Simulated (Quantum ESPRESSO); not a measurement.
# Ag (P6_3/mmc) in Quantum ESPRESSO: reference runs

How does Ag come out in PBEsol? The cell is run as given and disturbed.

Program: Quantum ESPRESSO 7.5. These are calculated values, not measurements. Logs are shortened: lines on timing, memory, paths and dates and some standing lists are left out, and cuts for length are marked.

## (1) The crystal as given

The structure is hexagonal, space group P6_3/mmc (No. 194). The conventional cell has a = 2.930 Å, b = 2.930 Å, c = 4.790 Å, α = 90.00°, β = 90.00°, γ = 120.00°. Around Ag (site symmetry -6m2) lie 12 Ag at 2.93 Å.

This isn't the form of Ag at room conditions, which is fcc.

## (2) Single point, PBEsol

The input, pw.in:

```
&CONTROL
  calculation = 'scf'
  prefix = 'pwscf'
  outdir = './tmp'
  pseudo_dir = './pseudo'
  tprnfor = .true.
  tstress = .true.
  disk_io = 'low'
/
&SYSTEM
  ibrav = 0
  celldm(1) = 8
  nat = 2
  ntyp = 1
  ecutwfc = 56
  ecutrho = 448
  nbnd = 27
  occupations = 'smearing'
  smearing = 'fd'
  degauss = 0.00367493
/
&ELECTRONS
  conv_thr = 4d-10
  electron_maxstep = 120
  mixing_beta = 0.5
/
ATOMIC_SPECIES
Ag   107.8682 ag_pbesol_v1.4.uspp.F.UPF
CELL_PARAMETERS alat
  0.6921121931442   0.0000000000000   0.0000000000000
 -0.3460560965721   0.5993867415346   0.0000000000000
  0.0000000000000   0.0000000000000   1.1314735171197
ATOMIC_POSITIONS crystal
Ag     0.6666666667    0.3333333333    0.7500000000
Ag     0.3333333333    0.6666666667    0.2500000000
K_POINTS automatic
10 10 6 0 0 0
```

The input, pp_density.in:

```
&INPUTPP
  prefix = 'pwscf'
  outdir = './tmp'
  filplot = 'density.dat'
  plot_num = 0
/
&PLOT
  nfile = 1
  filepp(1) = 'density.dat'
  iflag = 3
  output_format = 6
  fileout = 'density.cube'
/
```

The input, pp_potential.in:

```
&INPUTPP
  prefix = 'pwscf'
  outdir = './tmp'
  filplot = 'potential.dat'
  plot_num = 11
/
&PLOT
  nfile = 1
  filepp(1) = 'potential.dat'
  iflag = 3
  output_format = 6
  fileout = 'potential.cube'
/
```

Potentials or basis: GBRV 1.5 PBEsol.

Command:

```console
$ OMP_NUM_THREADS=1 mpirun -n 2 pw.x -nk 2 -in pw.in > pw.out
$ OMP_NUM_THREADS=1 mpirun -n 1 pp.x -in pp_density.in > pp_density.out
$ OMP_NUM_THREADS=1 mpirun -n 1 pp.x -in pp_potential.in > pp_potential.out
```

pw.out:

```text
This program is part of the open-source Quantum ESPRESSO suite
     for quantum simulation of materials; please cite
[... 6 lines left out ...]
     using ibrav=0 with symmetry is DISCOURAGED, use correct ibrav instead

     K-points division:     npool     =       2
     Subspace diagonalization in iterative solution of the eigenvalue problem:
     a serial algorithm will be used

     G-vector sticks info
     --------------------
     sticks:   dense  smooth     PW     G-vecs:    dense   smooth      PW
     Sum         955     475    151                38563    13573    2297

     Using Slab Decomposition

     bravais-lattice index     =            0
     lattice parameter (alat)  =       8.0000  a.u.
     unit-cell volume          =     240.3245 (a.u.)^3
     number of atoms/cell      =            2
     number of atomic types    =            1
     number of electrons       =        38.00
     number of Kohn-Sham states=           27
     kinetic-energy cutoff     =      56.0000  Ry
     charge density cutoff     =     448.0000  Ry
     scf convergence threshold =      4.0E-10
     mixing beta               =       0.5000
     number of iterations used =            8  plain     mixing
     Exchange-correlation= SLA  PW   PSX  PSC
                           (   1   4  10   8   0   0   0)

     celldm(1)=   8.000000  celldm(2)=   0.000000  celldm(3)=   0.000000
     celldm(4)=   0.000000  celldm(5)=   0.000000  celldm(6)=   0.000000

     crystal axes: (cart. coord. in units of alat)
               a(1) = (   0.692112   0.000000   0.000000 )
               a(2) = (  -0.346056   0.599387   0.000000 )
               a(3) = (   0.000000   0.000000   1.131474 )

     reciprocal axes: (cart. coord. in units 2 pi/alat)
               b(1) = (  1.444852  0.834186 -0.000000 )
               b(2) = (  0.000000  1.668372  0.000000 )
               b(3) = (  0.000000 -0.000000  0.883803 )

     PseudoPot. # 1 for Ag read from file:
     ag_pbesol_v1.4.uspp.F.UPF
     Pseudo is Ultrasoft + core correction, Zval = 19.0
     Generated by new atomic code, or converted to UPF format
     Using radial grid of  887 points,  6 beta functions with:
                l(1) =   0
                l(2) =   0
                l(3) =   1
                l(4) =   1
                l(5) =   2
                l(6) =   2
     Q(r) pseudized with  6 coefficients,  rinner =    1.300   1.300   1.300
                                                       1.300   1.300

     atomic species   valence    mass     pseudopotential
     Ag               19.00   107.86820     Ag( 1.00)

     24 Sym. Ops., with inversion, found (12 have fractional translation)

   Cartesian axes

     site n.     atom                  positions (alat units)
         1        Ag     tau(   1) = (   0.3460561   0.1997956   0.8486051  )
         2        Ag     tau(   2) = (  -0.0000000   0.3995912   0.2828684  )

     number of k points=    56  Fermi-Dirac smearing, width (Ry)=  0.0037
                       cart. coord. in units 2pi/alat
        k(    1) = (   0.0000000   0.0000000   0.0000000), wk =   0.0033333
        k(    2) = (   0.0000000   0.0000000   0.1473005), wk =   0.0066667
        k(    3) = (   0.0000000   0.0000000   0.2946011), wk =   0.0066667
        k(    4) = (   0.0000000   0.0000000  -0.4419016), wk =   0.0033333
        k(    5) = (   0.0000000   0.1668372   0.0000000), wk =   0.0200000
        k(    6) = (   0.0000000   0.1668372   0.1473005), wk =   0.0400000
[... 48 lines left out ...]
        k(   55) = (   0.4334557   0.7507674   0.2946011), wk =   0.0400000
        k(   56) = (   0.4334557   0.7507674  -0.4419016), wk =   0.0200000

     Dense  grid:    38563 G-vectors     FFT dimensions: (  40,  40,  64)

     Smooth grid:    13573 G-vectors     FFT dimensions: (  27,  27,  48)

     Initial potential from superposition of free atoms

     starting charge      36.9999, renormalised to      38.0000
     Starting wfcs are   26 randomized atomic wfcs +    1 random wfcs

     Self-consistent Calculation

     iteration #  1     ecut=    56.00 Ry     beta= 0.50
     Davidson diagonalization with overlap
     ethr =  1.00E-02,  avg # of iterations =  4.8

     total energy              =    -590.19128722 Ry
     estimated scf accuracy    <       2.52806932 Ry

     iteration #  2     ecut=    56.00 Ry     beta= 0.50
     Davidson diagonalization with overlap
     ethr =  6.65E-03,  avg # of iterations =  2.0

     total energy              =    -591.00656585 Ry
     estimated scf accuracy    <       0.55367265 Ry

     iteration #  3     ecut=    56.00 Ry     beta= 0.50
     Davidson diagonalization with overlap
     ethr =  1.46E-03,  avg # of iterations =  2.0

     total energy              =    -591.09946336 Ry
     estimated scf accuracy    <       0.00367155 Ry

     iteration #  4     ecut=    56.00 Ry     beta= 0.50
     Davidson diagonalization with overlap
     ethr =  9.66E-06,  avg # of iterations =  3.1

     total energy              =    -591.10063433 Ry
     estimated scf accuracy    <       0.00068691 Ry

     iteration #  5     ecut=    56.00 Ry     beta= 0.50
     Davidson diagonalization with overlap
     ethr =  1.81E-06,  avg # of iterations =  2.2
[... 8 lines left out ...]
     total energy              =    -591.10082697 Ry
     estimated scf accuracy    <       0.00000077 Ry

     iteration #  7     ecut=    56.00 Ry     beta= 0.50
     Davidson diagonalization with overlap
     ethr =  2.03E-09,  avg # of iterations =  2.0

     total energy              =    -591.10082714 Ry
     estimated scf accuracy    <          3.2E-09 Ry

     iteration #  8     ecut=    56.00 Ry     beta= 0.50
     Davidson diagonalization with overlap
     ethr =  8.50E-12,  avg # of iterations =  2.0

     total energy              =    -591.10082714 Ry
     estimated scf accuracy    <          2.7E-09 Ry

     iteration #  9     ecut=    56.00 Ry     beta= 0.50
     Davidson diagonalization with overlap
     ethr =  7.17E-12,  avg # of iterations =  2.0

     End of self-consistent calculation

          k = 0.0000 0.0000 0.0000 (  1737 PWs)   bands (ev):

   -75.5386 -75.5247 -39.1013 -38.9804 -38.9804 -38.9630 -38.9592 -38.9592
     8.6834  10.0988  11.6146  11.7111  11.7111  11.9340  11.9340  12.2660
    12.2660  13.2164  13.2164  15.8572  19.5500  31.9356  33.8419  34.0320
    34.0320  34.1087  36.2567

          k = 0.0000 0.0000 0.1473 (  1731 PWs)   bands (ev):

   -75.5377 -75.5256 -39.0921 -38.9789 -38.9789 -38.9724 -38.9607 -38.9607
     8.8918  10.1377  11.5754  11.6625  11.6625  11.8813  11.8813  12.3960
    12.3960  13.1947  13.1947  14.6961  21.0722  31.6713  33.1905  33.6700
    34.1089  34.1089  36.0699

          k = 0.0000 0.0000 0.2946 (  1720 PWs)   bands (ev):

   -75.5352 -75.5282 -39.0669 -38.9978 -38.9750 -38.9750 -38.9645 -38.9645
     9.4568  10.2019  11.5320  11.6199  11.6199  11.7634  11.7634  12.6598
    12.6598  13.0040  13.1052  13.1052  23.8688  30.0530  32.1995  32.8801
    34.3871  34.3871  35.5544

          k = 0.0000 0.0000-0.4419 (  1702 PWs)   bands (ev):

   -75.5316 -75.5316 -39.0325 -39.0325 -38.9697 -38.9697 -38.9697 -38.9697
    10.0535  10.0535  11.6574  11.6574  11.6574  11.6574  11.8419  11.8419
    12.9202  12.9202  12.9202  12.9202  27.0039  27.0039  32.2992  32.2992
    34.9069  34.9069  34.9069

          k = 0.0000 0.1668 0.0000 (  1727 PWs)   bands (ev):
[... 90 lines left out ...]
          k = 0.0000 0.6673 0.1473 (  1690 PWs)   bands (ev):

   -75.5258 -75.5205 -39.0824 -39.0621 -39.0384 -39.0077 -38.9902 -38.9806
    10.2439  10.3542  10.9516  11.4205  11.7651  12.1016  12.8913  13.1382
    13.2058  13.3737  14.5125  18.9997  21.0091  23.6051  26.0781  27.4856
    29.3151  32.4178  32.8011

          k = 0.0000 0.6673 0.2946 (  1691 PWs)   bands (ev):

   -75.5247 -75.5216 -39.0879 -39.0744 -39.0184 -39.0020 -38.9924 -38.9863
    10.1772  10.4466  10.9235  11.0667  12.0234  12.4579  12.8156  13.2333
    13.2700  13.3371  14.8156  17.2949  21.3962  23.3071  27.3829  28.4623
    30.6523  31.6374  32.5413

          k = 0.0000 0.6673-0.4419 (  1692 PWs)   bands (ev):

   -75.5232 -75.5232 -39.0848 -39.0848 -39.0018 -39.0018 -38.9941 -38.9941
    10.3094  10.3094  10.9177  10.9177  12.4017  12.4017  12.9909  12.9909
    13.2851  13.2851  15.8181  15.8181  22.2294  22.2294  29.6663  29.6663
    29.9118  29.9118  32.6566

          k = 0.0000-0.8342 0.0000 (  1682 PWs)   bands (ev):

   -75.5246 -75.5199 -39.0853 -39.0658 -39.0426 -39.0129 -38.9972 -38.9806
    10.1826  10.4878  10.5167  11.6229  11.9287  12.1150  12.5483  13.3423
    13.3909  13.4719  16.3100  17.6516  22.8765  23.1483  25.1964  26.3195
    26.6765  32.0518  32.8491

          k = 0.0000-0.8342 0.1473 (  1682 PWs)   bands (ev):

   -75.5243 -75.5203 -39.0906 -39.0718 -39.0330 -39.0107 -38.9955 -38.9827
    10.1957  10.2414  10.8727  11.4160  11.7204  12.1977  13.0549  13.2165
    13.3818  13.4654  16.3200  17.6057  22.0478  22.1255  26.7266  27.0342
    27.2923  32.1381  32.8843

          k = 0.0000-0.8342 0.2946 (  1702 PWs)   bands (ev):

   -75.5234 -75.5211 -39.0961 -39.0841 -39.0156 -39.0048 -38.9951 -38.9887
    10.1006  10.3504  10.8897  10.9895  11.9977  12.5919  12.8554  13.3978
    13.4264  13.4473  16.4935  17.4121  20.9201  21.0355  28.0336  28.9928
    29.0312  31.2195  32.3733

          k = 0.0000-0.8342-0.4419 (  1696 PWs)   bands (ev):

   -75.5223 -75.5223 -39.0939 -39.0939 -39.0016 -39.0016 -38.9967 -38.9967
    10.2267  10.2267  10.8510  10.8510  12.4058  12.4058  13.1710  13.1710
    13.4225  13.4225  16.9717  16.9717  20.5438  20.5438  29.5004  29.5004
    30.1377  30.1377  32.6705

          k = 0.1445 0.2503 0.0000 (  1711 PWs)   bands (ev):

   -75.5352 -75.5230 -39.0891 -39.0064 -38.9954 -38.9825 -38.9686 -38.9663
     9.4453  10.4914  11.3145  11.8075  11.8468  11.9785  11.9859  12.1382
    12.3604  12.5000  13.2800  17.6828  19.7660  28.9678  28.9735  33.7573
    33.8179  34.1695  34.7860

          k = 0.1445 0.2503 0.1473 (  1701 PWs)   bands (ev):

   -75.5344 -75.5239 -39.0823 -39.0039 -38.9973 -38.9861 -38.9708 -38.9679
     9.6246  10.5542  11.3386  11.6243  11.7179  11.9309  12.1249  12.2131
    12.3917  12.5383  13.2461  16.2594  21.5826  29.1411  29.1751  32.6576
    32.8264  34.4384  34.4839

          k = 0.1445 0.2503 0.2946 (  1705 PWs)   bands (ev):

   -75.5322 -75.5261 -39.0637 -39.0130 -38.9973 -38.9859 -38.9766 -38.9722
    10.1068  10.7077  11.3558  11.4181  11.4689  11.9232  12.0178  12.1386
    12.6894  12.7775  13.1423  14.6101  24.4370  29.6217  29.7818  30.7596
    31.4058  32.0613  34.5616

          k = 0.1445 0.2503-0.4419 (  1710 PWs)   bands (ev):

   -75.5291 -75.5291 -39.0382 -39.0382 -38.9888 -38.9888 -38.9774 -38.9774
    10.6500  10.6500  11.2092  11.2092  11.6850  11.6850  12.0216  12.0216
    12.9083  12.9083  13.4918  13.4918  27.5789  27.5789  30.3805  30.3805
    30.7575  30.7575  34.9562
[... 176 lines left out ...]
          k = 0.4335 0.7508 0.1473 (  1695 PWs)   bands (ev):

   -75.5220 -75.5205 -39.0654 -39.0604 -39.0455 -39.0244 -39.0130 -39.0018
    10.6413  10.9518  11.0539  11.3268  11.7141  11.7938  12.2943  12.9805
    13.0255  13.2853  17.8642  20.0755  20.5583  22.7241  25.0087  25.1128
    27.5765  29.3999  29.7582

          k = 0.4335 0.7508 0.2946 (  1697 PWs)   bands (ev):

   -75.5217 -75.5208 -39.0716 -39.0699 -39.0473 -39.0307 -38.9986 -38.9922
    10.7539  10.8625  11.1514  11.2931  11.6788  11.9069  12.2776  12.6021
    13.1356  13.3329  18.3902  20.0849  21.3097  21.6259  23.4307  23.7154
    29.7826  31.5713  32.0159

          k = 0.4335 0.7508-0.4419 (  1694 PWs)   bands (ev):

   -75.5213 -75.5213 -39.0748 -39.0748 -39.0397 -39.0397 -38.9907 -38.9907
    10.7995  10.7995  11.2904  11.2904  11.7780  11.7780  12.3319  12.3319
    13.2834  13.2834  19.2267  19.2267  22.1129  22.1129  22.4472  22.4472
    31.8733  31.8733  34.4106

     the Fermi energy is    16.1871 ev

!    total energy              =    -591.10082714 Ry
     estimated scf accuracy    <          3.2E-11 Ry
     smearing contrib. (-TS)   =      -0.00041190 Ry
     internal energy E=F+TS    =    -591.10041524 Ry

     The total energy is F=E-TS. E is the sum of the following terms:
     one-electron contribution =    -258.20667166 Ry
     hartree contribution      =     147.03894203 Ry
     xc contribution           =     -57.35773483 Ry
     ewald contribution        =    -422.57495078 Ry

     convergence has been achieved in   9 iterations

     Forces acting on atoms (cartesian axes, Ry/au):

     atom    1 type  1   force =     0.00000000    0.00000000    0.00000000
     atom    2 type  1   force =    -0.00000000   -0.00000000    0.00000000

     Total force =     0.000000     Total SCF correction =     0.000000

     Computing stress (Cartesian axis) and pressure

          total   stress  (Ry/bohr**3)                   (kbar)     P=      -64.66
  -0.00042575   0.00000000   0.00000000          -62.63        0.00        0.00
   0.00000000  -0.00042575   0.00000000            0.00      -62.63        0.00
   0.00000000   0.00000000  -0.00046714            0.00        0.00      -68.72

=------------------------------------------------------------------------------=
   JOB DONE.
=------------------------------------------------------------------------------=
```

Run time: 21 s. Hardware: 2 MPI ranks of Arm Neoverse V2, shared host; peak memory 0.26 GiB.

Results:

```
Free energy            : -8042.3365 eV
Pressure               : -6.5 GPa
Band gap on the k mesh : none (metal or under the smearing width)
```

[end of part 1 of 2]
